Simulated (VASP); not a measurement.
Write the native input for VASP 6.6.1 that does the following.

| Property | Result |
| --- | --- |
| Task | relaxation of cell and atoms |
| Functional | PBEsol |
| Potentials or basis | VASP PAW PBE potentials, release 64 (Cu, N) |
| Cutoff | 600 eV |
| k mesh | 6 × 6 × 6 |
| Occupations | fermi-dirac, width 0.02 eV |
| Spin | no spin polarisation |
| Dipole correction | no |
| Further INCAR settings | ALGO = Fast; EDIFF = 1e-06; IBRION = 2; EDIFFG = -0.005; NSW = 80; ISIF = 3 |

The structure of Cu3N lies in POSCAR:

```
Cu3N
1.0
    3.8288425827      0.0000000000      0.0000000000
    0.0000000000      3.8288425827      0.0000000000
    0.0000000000      0.0000000000      3.8288425827
Cu N
3 1
Direct
    0.5000000000      0.0000000000      0.0000000000
    0.0000000000      0.5000000000      0.0000000000
    0.0000000000      0.0000000000      0.5000000000
    0.0000000000      0.0000000000      0.0000000000
```

These files were run (other wordings do the same):

INCAR

```
PREC = Accurate
ENCUT = 600
EDIFF = 1E-6
ISMEAR = -1
SIGMA = 0.02
LREAL = F
LASPH = T
NELM = 100
ALGO = Fast
ISIF = 3
LWAVE = F
LCHARG = F
GGA = PS
IBRION = 2
NSW = 80
EDIFFG = -0.005
```

KPOINTS

```
regular mesh
0
Gamma
  6 6 6
```

Potentials or basis: VASP PAW PBE potentials, release 64 (Cu, N).

Run with:

```console
$ cat potpaw_PBE.64/Cu/POTCAR potpaw_PBE.64/N/POTCAR > POTCAR
$ mpirun -np 1 vasp_std > vasp.out
```

It gave:

- Relaxed volume: 13.43 Å³/atom
- Relaxed cell: a = 3.773 Å, b = 3.773 Å, c = 3.773 Å, α = 90.00°, β = 90.00°, γ = 90.00°
- Space group after relaxing (to 0.05 Å): Pm-3m (No. 221)
- Energy gained by relaxing: 10.6 meV/atom
- Ionic steps: 5
- Pressure after relaxing: 0.0 GPa
- Band gap on the k mesh: 0.05 eV, indirect (least direct gap 0.60 eV)

Caveat: the PAW data sets were made with another functional, which shifts forces and pressure a little.

It took 50 s on 1 thread of Intel(R) Xeon(R) 6975P-C (Granite Rapids), on a shared host, peak memory 0.19 GiB.
